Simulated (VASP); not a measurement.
Method: PBE GGA, VASP's PBE PAW potentials (set 64) (plane waves; VASP).

Input for VASP

File KPOINTS:
```
kpoints
0
gamma
6 6 6
```

**INCAR**
```
ENCUT = 300   # plane-wave cut-off (eV)
SIGMA = 0.01   # width (eV)
LMAXMIX = 4
GGA = PE   # PBE
LEPSILON = .TRUE.
ALGO = Normal
ISMEAR = -1
LASPH = .TRUE.   # aspherical one-centre terms
LWAVE = .FALSE.
SYSTEM = CsBr
EDIFF = 1E-8   # SCF stop (eV)
NSW = 1
IBRION = 8   # DFPT with symmetry
LREAL = .FALSE.   # projection in real space or not
LCHARG = .FALSE.
NELM = 100   # most electronic steps
ISIF = 2   # forces and stress, cell fixed
PREC = Accurate
```

POSCAR:
```
CsBr
1.0
  4.2561090000   0.0000000000   0.0000000000
  0.0000000000   4.2561090000   0.0000000000
  0.0000000000   0.0000000000   4.2561090000
Cs Br
1 1
Cart
  0.0000000000   0.0000000000   0.0000000000
  2.1280545000   2.1280545000   2.1280545000
```

POTCAR, in this order: Cs_sv Br (PBE.64 set). Program: vasp_std.

The resulting files:

**OSZICAR**
```
...
 Linear response to external field (no local field effect), progress :
  Direction:   3
       N       E                     dE             d eps       ncg     rms          rms(c)
RMM:   1    -0.654212590307E+00   -0.65421E+00   -0.18976E+00   914   0.374E+00
RMM:   2    -0.654202921789E+00    0.96685E-05   -0.14471E-02   825   0.603E-01
RMM:   3    -0.654325567965E+00   -0.12265E-03   -0.19270E-04   830   0.553E-02
RMM:   4    -0.654327816241E+00   -0.22483E-05   -0.44915E-06   842   0.779E-03
RMM:   5    -0.654327863916E+00   -0.47675E-07   -0.15735E-07   732   0.113E-03
RMM:   6    -0.654327865170E+00   -0.12541E-08   -0.77960E-09   571   0.195E-04
 Linear response to external field, progress :
  Direction:   1
       N       E                     dE             d eps       ncg     rms          rms(c)
RMM:   1    -0.513062111968E+00   -0.51306E+00   -0.13604E+00  1872   0.343E+00
RMM:   2    -0.512878280142E+00    0.18383E-03   -0.10774E-02  1642   0.553E-01    0.146E+00
RMM:   3    -0.467456244282E+00    0.45422E-01   -0.78748E-02  1584   0.147E+00    0.725E-01
RMM:   4    -0.488258438401E+00   -0.20802E-01   -0.60799E-02  1554   0.130E+00    0.187E-01
RMM:   5    -0.509685827294E+00   -0.21427E-01   -0.17150E-03  1603   0.350E-01    0.196E-02
RMM:   6    -0.509772491019E+00   -0.86664E-04   -0.20101E-05  1652   0.278E-02    0.120E-02
RMM:   7    -0.510623832644E+00   -0.85134E-03   -0.13965E-05  1567   0.303E-02    0.133E-03
RMM:   8    -0.510666945587E+00   -0.43113E-04   -0.28915E-07  1724   0.314E-03    0.837E-04
RMM:   9    -0.510679199926E+00   -0.12254E-04   -0.10852E-07  1696   0.220E-03    0.242E-04
RMM:  10    -0.510670140429E+00    0.90595E-05   -0.13498E-08  1620   0.556E-04    0.943E-05
RMM:  11    -0.510675269780E+00   -0.51294E-05   -0.20928E-08  1453   0.236E-04    0.251E-05
RMM:  12    -0.510674228533E+00    0.10412E-05   -0.64677E-08  1192   0.788E-05    0.121E-05
RMM:  13    -0.510673903451E+00    0.32508E-06   -0.37834E-09   722   0.473E-05    0.320E-06
 Linear response to external field, progress :
  Direction:   2
       N       E                     dE             d eps       ncg     rms          rms(c)
RMM:   1    -0.513102738998E+00   -0.51310E+00   -0.13608E+00  1870   0.343E+00
RMM:   2    -0.512878926845E+00    0.22381E-03   -0.10807E-02  1646   0.554E-01    0.146E+00
RMM:   3    -0.467457721932E+00    0.45421E-01   -0.78754E-02  1587   0.147E+00    0.725E-01
RMM:   4    -0.488264605586E+00   -0.20807E-01   -0.60870E-02  1550   0.130E+00    0.187E-01
RMM:   5    -0.509688348018E+00   -0.21424E-01   -0.17163E-03  1596   0.350E-01    0.197E-02
RMM:   6    -0.509773221028E+00   -0.84873E-04   -0.20258E-05  1650   0.279E-02    0.120E-02
RMM:   7    -0.510623193974E+00   -0.84997E-03   -0.13955E-05  1558   0.303E-02    0.134E-03
RMM:   8    -0.510667037900E+00   -0.43844E-04   -0.28268E-07  1719   0.315E-03    0.837E-04
RMM:   9    -0.510679145868E+00   -0.12108E-04   -0.96471E-08  1691   0.219E-03    0.238E-04
RMM:  10    -0.510670261743E+00    0.88841E-05    0.25467E-09  1619   0.548E-04    0.929E-05
RMM:  11    -0.510675249137E+00   -0.49874E-05    0.67844E-09  1439   0.232E-04    0.249E-05
RMM:  12    -0.510674204345E+00    0.10448E-05    0.39728E-08  1193   0.787E-05    0.120E-05
RMM:  13    -0.510673888813E+00    0.31553E-06    0.97975E-09   717   0.469E-05    0.332E-06
 Linear response to external field, progress :
  Direction:   3
       N       E                     dE             d eps       ncg     rms          rms(c)
RMM:   1    -0.513107298115E+00   -0.51311E+00   -0.13608E+00  1871   0.343E+00
RMM:   2    -0.512873860410E+00    0.23344E-03   -0.11069E-02  1647   0.559E-01    0.146E+00
RMM:   3    -0.467455619636E+00    0.45418E-01   -0.78769E-02  1585   0.147E+00    0.725E-01
RMM:   4    -0.488258662329E+00   -0.20803E-01   -0.60846E-02  1551   0.130E+00    0.187E-01
RMM:   5    -0.509697212297E+00   -0.21439E-01   -0.17182E-03  1596   0.350E-01    0.197E-02
RMM:   6    -0.509771963299E+00   -0.74751E-04   -0.20238E-05  1650   0.279E-02    0.120E-02
RMM:   7    -0.510621605390E+00   -0.84964E-03   -0.13991E-05  1561   0.303E-02    0.134E-03
RMM:   8    -0.510666753645E+00   -0.45148E-04   -0.29496E-07  1720   0.314E-03    0.839E-04
RMM:   9    -0.510679206940E+00   -0.12453E-04   -0.11054E-07  1687   0.220E-03    0.241E-04
RMM:  10    -0.510670210196E+00    0.89967E-05   -0.18562E-09  1608   0.552E-04    0.942E-05
RMM:  11    -0.510675281191E+00   -0.50710E-05    0.28323E-08  1447   0.236E-04    0.250E-05
RMM:  12    -0.510674240286E+00    0.10409E-05    0.17007E-08  1196   0.789E-05    0.120E-05
RMM:  13    -0.510673905396E+00    0.33489E-06   -0.18890E-08   729   0.478E-05    0.315E-06
 Linear response DOF=           2
 Linear response progress:
  Degree of freedom:   1/  2
       N       E                     dE             d eps       ncg     rms          rms(c)
RMM:   1    -0.181646996525E+00   -0.18165E+00    0.98756E-02  1728   0.195E+00
RMM:   2    -0.184102795161E+00   -0.24558E-02   -0.27314E-03  1502   0.343E-01    0.174E-02
RMM:   3    -0.184225909568E+00   -0.12311E-03   -0.50561E-05  1670   0.495E-02    0.797E-03
RMM:   4    -0.184238357808E+00   -0.12448E-04   -0.10033E-05  1664   0.200E-02    0.218E-03
RMM:   5    -0.184238080483E+00    0.27733E-06   -0.38129E-07  1657   0.451E-03    0.362E-04
RMM:   6    -0.184235846571E+00    0.22339E-05   -0.13034E-08  1726   0.790E-04    0.219E-04
RMM:   7    -0.184231081943E+00    0.47646E-05   -0.21971E-09  1696   0.339E-04    0.665E-05
RMM:   8    -0.184232162034E+00   -0.10801E-05   -0.31017E-10  1736   0.824E-05    0.110E-05
RMM:   9    -0.184232099001E+00    0.63033E-07   -0.45827E-10  1680   0.322E-05    0.394E-06
RMM:  10    -0.184232088881E+00    0.10120E-07   -0.17745E-09  1698   0.887E-06    0.373E-06
RMM:  11    -0.184232142255E+00   -0.53374E-07   -0.10989E-09  1579   0.656E-06    0.232E-07
RMM:  12    -0.184232141363E+00    0.89216E-09   -0.82358E-10  1032   0.323E-06    0.198E-07
 Linear response progress:
  Degree of freedom:   2/  2
       N       E                     dE             d eps       ncg     rms          rms(c)
RMM:   1    -0.144230068929E+00   -0.14423E+00    0.73304E-02  1876   0.184E+00
RMM:   2    -0.143686267804E+00    0.54380E-03   -0.24628E-03  1558   0.243E-01    0.449E-02
RMM:   3    -0.144112911277E+00   -0.42664E-03   -0.10728E-04  1565   0.480E-02    0.247E-02
RMM:   4    -0.144649891846E+00   -0.53698E-03   -0.71035E-05  1483   0.429E-02    0.913E-03
RMM:   5    -0.144659182907E+00   -0.92911E-05   -0.37724E-06  1635   0.137E-02    0.215E-03
RMM:   6    -0.144668480848E+00   -0.92979E-05   -0.11666E-07  1628   0.189E-03    0.985E-04
RMM:   7    -0.144667422188E+00    0.10587E-05   -0.28211E-08  1579   0.116E-03    0.233E-04
RMM:   8    -0.144666029177E+00    0.13930E-05   -0.30954E-09  1596   0.406E-04    0.651E-05
RMM:   9    -0.144666291186E+00   -0.26201E-06   -0.12799E-09  1601   0.185E-04    0.224E-05
RMM:  10    -0.144666149718E+00    0.14147E-06   -0.99749E-10  1708   0.389E-05    0.538E-06
RMM:  11    -0.144666204816E+00   -0.55098E-07    0.24509E-09  1727   0.166E-05    0.154E-06
RMM:  12    -0.144666181001E+00    0.23815E-07   -0.16306E-08  1555   0.988E-06    0.102E-06
RMM:  13    -0.144666180973E+00    0.28497E-10   -0.44404E-09  1007   0.685E-06    0.251E-07
 Linear response finished
```

OUTCAR:
```
------------------------ aborting loop because EDIFF is reached ----------------------------------------

 HEAD OF MICROSCOPIC STATIC DIELECTRIC TENSOR (INDEPENDENT PARTICLE, excluding Hartree and local field effects)
 ------------------------------------------------------
           3.407960     0.000000    -0.000000
          -0.000000     3.407960     0.000000
          -0.000000    -0.000000     3.407960
 ------------------------------------------------------

 MACROSCOPIC STATIC DIELECTRIC TENSOR (including local field effects in DFT)
 ------------------------------------------------------
           3.113971     0.000000     0.000000
           0.000000     3.113971     0.000000
          -0.000000    -0.000000     3.113971
 ------------------------------------------------------

 PIEZOELECTRIC TENSOR (including local field effects)  for field in x, y, z        (e  Angst)
          XX          YY          ZZ          XY          YZ          ZX
  --------------------------------------------------------------------------------
  x     0.00000     0.00000     0.00000     0.00000     0.00000     0.00000
  y     0.00000     0.00000     0.00000     0.00000     0.00000     0.00000
  z     0.00000     0.00000     0.00000     0.00000     0.00000     0.00000

 PIEZOELECTRIC TENSOR (including local field effects)  for field in x, y, z        (C/m^2)
          XX          YY          ZZ          XY          YZ          ZX
  --------------------------------------------------------------------------------
  x     0.00000     0.00000     0.00000     0.00000     0.00000     0.00000
  y     0.00000     0.00000     0.00000     0.00000     0.00000     0.00000
  z     0.00000     0.00000     0.00000     0.00000     0.00000     0.00000

 BORN EFFECTIVE CHARGES (including local field effects) (in |e|, cummulative output)
 ---------------------------------------------------------------------------------
 ion    1
    1     1.32389    -0.00000     0.00000
    2    -0.00000     1.32389     0.00000
    3     0.00000    -0.00000     1.32389
 ion    2
    1    -1.32389     0.00000    -0.00000
    2     0.00000    -1.32389     0.00000
    3    -0.00000     0.00000    -1.32389

   1 f  =    2.222993 THz    13.967474 2PiTHz   74.151049 cm-1     9.193554 meV
             X         Y         Z           dx          dy          dz
      0.000000  0.000000  0.000000    -0.616823   -0.022747   -0.003751
      2.128055  2.128055  2.128055     0.786215    0.028994    0.004782

   2 f  =    2.222993 THz    13.967474 2PiTHz   74.151049 cm-1     9.193554 meV
             X         Y         Z           dx          dy          dz
      0.000000  0.000000  0.000000     0.003749    0.000138   -0.617243
      2.128055  2.128055  2.128055    -0.004778   -0.000176    0.786749

   3 f  =    2.222993 THz    13.967474 2PiTHz   74.151049 cm-1     9.193554 meV
             X         Y         Z           dx          dy          dz
      0.000000  0.000000  0.000000     0.022748   -0.616835    0.000000
      2.128055  2.128055  2.128055    -0.028995    0.786230    0.000000

   4 f/i=    0.012654 THz     0.079506 2PiTHz    0.422085 cm-1     0.052332 meV
             X         Y         Z           dx          dy          dz
      0.000000  0.000000  0.000000     0.306380    0.712030    0.134695
      2.128055  2.128055  2.128055     0.240370    0.558621    0.105675

   5 f/i=    0.012654 THz     0.079506 2PiTHz    0.422085 cm-1     0.052332 meV
             X         Y         Z           dx          dy          dz
      0.000000  0.000000  0.000000    -0.316643    0.000002    0.720233
      2.128055  2.128055  2.128055    -0.248421    0.000001    0.565057

   6 f/i=    0.012654 THz     0.079506 2PiTHz    0.422085 cm-1     0.052332 meV
             X         Y         Z           dx          dy          dz
      0.000000  0.000000  0.000000    -0.651818    0.334681   -0.286566
      2.128055  2.128055  2.128055    -0.511382    0.262573   -0.224825

 MACROSCOPIC STATIC DIELECTRIC TENSOR IONIC CONTRIBUTION
 ------------------------------------------------------
           4.065002    -0.000000     0.000000
          -0.000000     4.065002    -0.000000
           0.000000    -0.000000     4.065002
 ------------------------------------------------------

 ELASTIC MODULI CONTR FROM IONIC RELAXATION (kBar)
 Direction    XX          YY          ZZ          XY          YZ          ZX
 --------------------------------------------------------------------------------
 XX           0.0000      0.0000      0.0000      0.0000      0.0000      0.0000
 YY           0.0000      0.0000      0.0000      0.0000      0.0000      0.0000
 ZZ           0.0000      0.0000      0.0000      0.0000      0.0000      0.0000
 XY           0.0000      0.0000      0.0000      0.0000      0.0000      0.0000
 YZ           0.0000      0.0000      0.0000      0.0000      0.0000      0.0000
 ZX           0.0000      0.0000      0.0000      0.0000      0.0000      0.0000
 --------------------------------------------------------------------------------

 PIEZOELECTRIC TENSOR IONIC CONTR  for field in x, y, z        (C/m^2)
          XX          YY          ZZ          XY          YZ          ZX
  --------------------------------------------------------------------------------
  x     0.00000     0.00000     0.00000     0.00000     0.00000     0.00000
  y     0.00000     0.00000     0.00000     0.00000     0.00000     0.00000
  z     0.00000     0.00000     0.00000     0.00000     0.00000     0.00000
```
(Selected blocks of OUTCAR.)

At this cut-off the stress carries a Pulay error, which pulls relaxed volumes low.

The structure is a typed CsBr crystal (Pm-3m). The cell was not relaxed at this level. The run is one of a series of settings (EDIFF = 1E-8, IBRION = 8, LEPSILON = .TRUE., NSW = 1 against the base run), some of them coarse on purpose.
